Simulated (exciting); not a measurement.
# ZnS (F-43m) in exciting: notebook

Aim: see how the results for ZnS move with the level of theory and the settings. Levels: SOGGA exchange with PBE correlation, PBE, LDA. Tasks: single point.

Everything below comes from runs of exciting (release sodium). Logs are shortened: lines on timing, memory, paths and dates and some standing lists are left out, and cuts for length are marked.

**Measured values to compare with.**

“Electronic, vibrational, and thermodynamic properties of ZnS (zincblende and rocksalt structure)”, 2009, arxiv:0911.5022 quotes, for a bulk crystal of ZnS at 19 K: band gap 3.85 eV (direct).

The results are compared with them further down.

### 1 The crystal as given

It takes space group F-43m (No. 216, cubic). The conventional cell has a = 5.404 Å, b = 5.404 Å, c = 5.404 Å, α = 90.00°, β = 90.00°, γ = 90.00°. Around Zn (site symmetry -43m) lie 4 S at 2.34 Å. S (site symmetry -43m) is surrounded by 4 Zn at 2.34 Å.

### 2 Single point, SOGGA exchange with PBE correlation (atoms moved at random, drawn with an rms of 0.05 Å)

Contents of input.xml:

```xml
<input>
  <title>ZnS</title>
  <structure speciespath="./" tshift="false">
    <crystal scale="7.2210310021">
      <basevect>0.000000000000 0.707106781186 0.707106781186</basevect>
      <basevect>0.707106781186 0.000000000000 0.707106781186</basevect>
      <basevect>0.707106781186 0.707106781186 0.000000000000</basevect>
    </crystal>
    <species speciesfile="Zn.xml" rmt="2">
      <atom coord="0.739719000000 0.743732000000 0.747796000000"/>
    </species>
    <species speciesfile="S.xml" rmt="1.9">
      <atom coord="-0.009039000000 0.011854000000 -0.011851000000"/>
    </species>
  </structure>
  <groundstate do="fromscratch" ngridk="5 5 5" rgkmax="8.5" gmaxvr="14" lmaxapw="10" lmaxmat="10" lmaxvr="8" stype="Fermi Dirac" swidth="0.00367493" nempty="10" ValenceRelativity="iora*" epsengy="1e-05" epspot="1e-05" maxscl="60" tforce="true" outputlevel="high">
    <libxc exchange="XC_GGA_X_SOGGA" correlation="XC_GGA_C_PBE"/>
  </groundstate>
  <properties>
    <chargedensityplot>
      <plot3d>
        <box grid="20 20 20">
          <origin coord="0 0 0"/>
          <point coord="1 0 0"/>
          <point coord="0 1 0"/>
          <point coord="0 0 1"/>
        </box>
      </plot3d>
    </chargedensityplot>
    <elfplot>
      <plot3d>
        <box grid="20 20 20">
          <origin coord="0 0 0"/>
          <point coord="1 0 0"/>
          <point coord="0 1 0"/>
          <point coord="0 0 1"/>
        </box>
      </plot3d>
    </elfplot>
    <exccplot>
      <plot3d>
        <box grid="20 20 20">
          <origin coord="0 0 0"/>
          <point coord="1 0 0"/>
          <point coord="0 1 0"/>
          <point coord="0 0 1"/>
        </box>
      </plot3d>
    </exccplot>
  </properties>
</input>
```

Potentials or basis: all-electron LAPW+lo, shipped species files, valence relativity iora*.

Command:

```console
$ OMP_NUM_THREADS=1 exciting_smp
```

INFO.OUT:

```text
================================================================================
EXCITING SODIUM started
All units are atomic (Hartree, Bohr, etc.)
================================================================================

********************************************************************************
* Ground-state run starting from atomic densities                              *
********************************************************************************

++++++++++++++++++++++++++++++++++++++++++++++++++++++++++++++++++++++++++++++++
+ Starting initialization                                                      +
++++++++++++++++++++++++++++++++++++++++++++++++++++++++++++++++++++++++++++++++

 Lattice vectors (cartesian) :
      0.0000000000      5.1060399887      5.1060399887
      5.1060399887      0.0000000000      5.1060399887
      5.1060399887      5.1060399887      0.0000000000

 Reciprocal lattice vectors (cartesian) :
     -0.6152698883      0.6152698883      0.6152698883
      0.6152698883     -0.6152698883      0.6152698883
      0.6152698883      0.6152698883     -0.6152698883

 Unit cell volume                           :     266.2457174161
 Brillouin zone volume                      :       0.9316589797

 Species :    1 (Zn)
     parameters loaded from                 :    Zn.xml
     name                                   :    zinc
     nuclear charge                         :     -30.00000000
     electronic charge                      :      30.00000000
     atomic mass                            :  119198.67800000
     muffin-tin radius                      :       2.00000000
     # of radial points in muffin-tin       :     350

     atomic positions (lattice) :
       1 :   0.73971900  0.74373200  0.74779600

 Species :    2 (S)
     parameters loaded from                 :    S.xml
     name                                   :    sulphur
     nuclear charge                         :     -16.00000000
     electronic charge                      :      16.00000000
     atomic mass                            :   58452.74216000
     muffin-tin radius                      :       1.90000000
     # of radial points in muffin-tin       :     300

     atomic positions (lattice) :
       1 :   0.99096100  0.01185400  0.98814900

 Total number of atoms per unit cell        :       2

 Spin treatment                             :    spin-unpolarised

 Number of Bravais lattice symmetries       :      48
 Number of crystal symmetries               :       1

 k-point grid                               :       5    5    5
 Total number of k-points                   :     125
 k-point set is reduced with crystal symmetries

 R^MT_min * |G+k|_max (rgkmax)              :       8.50000000
 Species with R^MT_min                      :       2 (S)
 Maximum |G+k| for APW functions            :       4.47368421
 Maximum |G| for potential and density      :      14.00000000
 Polynomial order for pseudochg. density    :       9

 G-vector grid sizes                        :      36    36    36
 Total number of G-vectors                  :   12339

 Maximum angular momentum used for
     APW functions                          :      10
     computing H and O matrix elements      :      10
     potential and density                  :       8
     inner part of muffin-tin               :       2

 Total nuclear charge                       :     -46.00000000
 Total electronic charge                    :      46.00000000
 Total core charge                          :      22.00000000
 Total valence charge                       :      24.00000000

 Effective Wigner radius, r_s               :       1.11381244

 Number of empty states                     :      10
 Total number of valence states             :      23

 Maximum Hamiltonian size                   :     427
 Maximum number of plane-waves              :     411
 Total number of local-orbitals             :      16

 Exchange-correlation type                  :     100
     libxc; exchange: Second-order generalized gradient approximation; correlation: Perdew, Burke & Ernzerhof (see libxc for references)

 Smearing scheme                            :    Fermi-Dirac
 Smearing width                             :       0.00367493

 Using multisecant Broyden potential mixing

++++++++++++++++++++++++++++++++++++++++++++++++++++++++++++++++++++++++++++++++
+ Ending initialization                                                        +
++++++++++++++++++++++++++++++++++++++++++++++++++++++++++++++++++++++++++++++++

********************************************************************************
* Groundstate module started                                                   *
********************************************************************************
 Output level for this task is set to high

++++++++++++++++++++++++++++++++++++++++++++++++++++++++++++++++++++++++++++++++
+ Self-consistent loop started                                                 +
++++++++++++++++++++++++++++++++++++++++++++++++++++++++++++++++++++++++++++++++
 Density and potential initialised from atomic data

++++++++++++++++++++++++++++++++++++++++++++++++++++++++++++++++++++++++++++++++
+ SCF iteration number :    1                                                  +
++++++++++++++++++++++++++++++++++++++++++++++++++++++++++++++++++++++++++++++++
 Total energy                               :     -2189.23658344
 _______________________________________________________________
 Fermi energy                               :         0.16715002
 Kinetic energy                             :      2229.72616186
 Coulomb energy                             :     -4324.15463140
 Exchange energy                            :       -92.73272681
 Correlation energy                         :        -2.07538709
 Sum of eigenvalues                         :     -1250.92286001
 Effective potential energy                 :     -3480.64902187
 Coulomb potential energy                   :     -3356.35464613
 xc potential energy                        :      -124.29437574
 Hartree energy                             :       707.01498303
 Electron-nuclear energy                    :     -4770.38461219
 Nuclear-nuclear energy                     :      -260.78500224
 Madelung energy                            :     -2645.97730834
 Core-electron kinetic energy               :         0.00000000
[... 530 lines left out ...]
 Electron charges :
     core                                   :        22.00000000
     core leakage                           :         0.00138578
     valence                                :        24.00000000
     interstitial                           :         4.31424598
     charge in muffin-tin spheres :
                  atom     1    Zn          :        28.11989717
                  atom     2     S          :        13.56585686
     total charge in muffin-tins            :        41.68575402
     total charge                           :        46.00000000

 RMS change in effective potential (target) :  0.361111E-09  ( 0.100000E-04)
 Absolute change in total energy   (target) :  0.678460E-07  ( 0.100000E-04)
 Charge distance                   (target) :  0.817077E-09  ( 0.100000E-04)
 Abs. change in max-nonIBS-force   (target) :  0.637759E-08  ( 0.500000E-04)

++++++++++++++++++++++++++++++++++++++++++++++++++++++++++++++++++++++++++++++++
| Convergency criteria checked for the last 2 iterations                       +
| Convergence targets achieved. Performing final SCF iteration                 +
++++++++++++++++++++++++++++++++++++++++++++++++++++++++++++++++++++++++++++++++
 Total energy                               :     -2193.01589361
 _______________________________________________________________
 Fermi energy                               :         0.17505627
 Kinetic energy                             :      2227.41978078
 Coulomb energy                             :     -4325.51797346
 Exchange energy                            :       -92.83850473
 Correlation energy                         :        -2.07919620
 Sum of eigenvalues                         :     -1251.84851371
 Effective potential energy                 :     -3479.26829449
 Coulomb potential energy                   :     -3354.82798885
 xc potential energy                        :      -124.44030564
 Hartree energy                             :       709.90498238
 Electron-nuclear energy                    :     -4774.63795360
 Nuclear-nuclear energy                     :      -260.78500224
 Madelung energy                            :     -2648.10397904
 Core-electron kinetic energy               :         0.00000000

 DOS at Fermi energy (states/Ha/cell)       :         0.00088638

 Electron charges :
     core                                   :        22.00000000
     core leakage                           :         0.00138578
     valence                                :        24.00000000
     interstitial                           :         4.31424598
     charge in muffin-tin spheres :
                  atom     1    Zn          :        28.11989717
                  atom     2     S          :        13.56585686
     total charge in muffin-tins            :        41.68575402
     total charge                           :        46.00000000

++++++++++++++++++++++++++++++++++++++++++++++++++++++++++++++++++++++++++++++++
+ Self-consistent loop stopped                                                 +
++++++++++++++++++++++++++++++++++++++++++++++++++++++++++++++++++++++++++++++++
 STATE.OUT is written

--------------------------------------------------------------------------------
- Writing atomic positions and forces                                          -
--------------------------------------------------------------------------------

 Atomic positions (lattice) :
 atom     1  Zn  :     0.73971900    0.74373200    0.74779600
 atom     2   S  :     0.99096100    0.01185400    0.98814900

 Total atomic forces including IBS (cartesian) :
 atom     1  Zn  :     0.00304871   -0.00303709    0.00596140
 atom     2   S  :    -0.00304871    0.00303709   -0.00596140

 Atomic force components including IBS (cartesian) :
 atom     1  Zn  :    -0.00493472    0.00482117   -0.00936629   HF force
                 :     0.00517199   -0.00511294    0.00961225   core correction
                 :     0.00281144   -0.00274532    0.00571543   IBS correction
 atom     2   S  :     0.00493472   -0.00482117    0.00936629   HF force
                 :    -0.00517199    0.00511294   -0.00961225   core correction
                 :    -0.00281144    0.00274532   -0.00571543   IBS correction

********************************************************************************
* Groundstate module stopped                                                   *
********************************************************************************

================================================================================
| EXCITING SODIUM stopped                                                      =
================================================================================
```

It took 8.4 min on 1 thread of Arm Neoverse V1, shared host; peak memory 0.14 GiB.

What came out:

* Free energy: -59675.0025 eV
* Largest force: 0.378 eV/Å
* Band gap on the k mesh: 1.93 eV, direct
* All electrons inside the program's atomic spheres: Zn 28.12; S 13.57 (radii Zn 2.0, S 1.9 bohr)

Forces in eV/Å, atoms in the order of the input:
```
Zn   0.157 -0.156  0.307
S   -0.157  0.156 -0.307
```

Levels at points of the mesh, in eV from the valence-band top:
```tsv
k point	band 10	band 11	band 12	band 13	band 14	band 15
(0.00, 0.00, 0.00)	-0.11	-0.03	0.00	1.93	6.19	6.20
```

(Continued in part 2 of 2.)
